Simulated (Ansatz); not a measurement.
Set up this calculation in Ansatz 0.2.0, as the native input.

| Item | Value |
| --- | --- |
| Task | single point |
| Functional | PBEsol |
| Potentials or basis | Ansatz PAW |
| Cutoff | 420 eV (not typed: the program's choice for these potentials) |
| k mesh | 3 × 5 × 4 |
| Occupations | gaussian, width 0.05 eV |
| Spin | collinear spin, ferrimagnetic start |
| Starting moments | [1.0, -0.5, 0.0, 0.0, 0.0, 0.0] μB |
| Hubbard terms | Mo d U = 2 eV |
| Hubbard projectors | ortho-atomic (the default) |
| Double counting | fll (the default) |

The system is MoS2.

```
Mo S
1.0
     6.29599    0.00000    0.00000
     0.00000    3.85956    0.00000
    -0.00310    0.00000    4.43933
Mo S
2 4
Direct
  0.00000 0.00000 0.00000
  0.50000 0.50000 0.00000
  0.68790 0.00000 0.28890
  0.18790 0.50000 0.28890
  0.31210 0.00000 0.71110
  0.81210 0.50000 0.71110
```

The cell comes from a database or a generator and needn't be the stable form of this composition.

The cell isn't the ideal one: another cell of the same crystal, with 6 atoms.

One way to write it, as run:

input.yaml

```yaml
crystal:
  lattice:
    - [6.29598504, 0.0, 0.0]
    - [0.0, 3.85956406, 0.0]
    - [-0.00309924, 0.0, 4.43932959]
  atoms:
    - { symbol: Mo, position: [0.0, 0.0, 0.0], spin: 1.0 }
    - { symbol: Mo, position: [0.5, 0.5, 0.0], spin: -0.5 }
    - { symbol: S, position: [0.6879, 0.0, 0.2889] }
    - { symbol: S, position: [0.1879, 0.5, 0.2889] }
    - { symbol: S, position: [0.3121, 0.0, 0.7111] }
    - { symbol: S, position: [0.8121, 0.5, 0.7111] }
hamiltonian:
  xc: pbesol
  pseudopotentials: { kind: paw }
  hubbard: { sites: [{ species: Mo, l: d, u_eff: 2.0 }] }
magnetization:
  spin_polarized: true
kpoints:
  mp_grid: { grid: [3, 5, 4] }
scf:
  occupations: { method: gaussian, width: 0.05 }
output:
  forces: true
  stress: true
  eigenvalues: true
```

Potentials or basis: Ansatz PAW.

The run is started by

```sh
$ ansatz run input.yaml --threads 2 --pin off --max-ram 5632MiB --backend cpu --events-out ev --progress --plain --runs-dir out
```

Results of the run:

```
Pressure               : -1.2 GPa
Largest force          : 1.462 eV/Å
Band gap on the k mesh : none (metal or under the smearing width)
Net moment             : 0.00 μB per cell
Absolute moment        : 4.90 μB per cell
Site moments           : Mo +1.56, -1.56; S +0.01, -0.01 μB
```

Caveat: the magnetic or orbital state may not be the lowest; the PAW data sets come from PBE, with cores solved anew for the run's functional, which leaves a small shift of forces and pressure; forces of over 1 eV/Å show positions far from the minimum, so gaps and moduli don't describe the material at rest.

It took 10 s on 2 threads of Intel(R) Xeon(R) Processor @ 2.70GHz, on a shared host, peak memory 0.54 GiB.
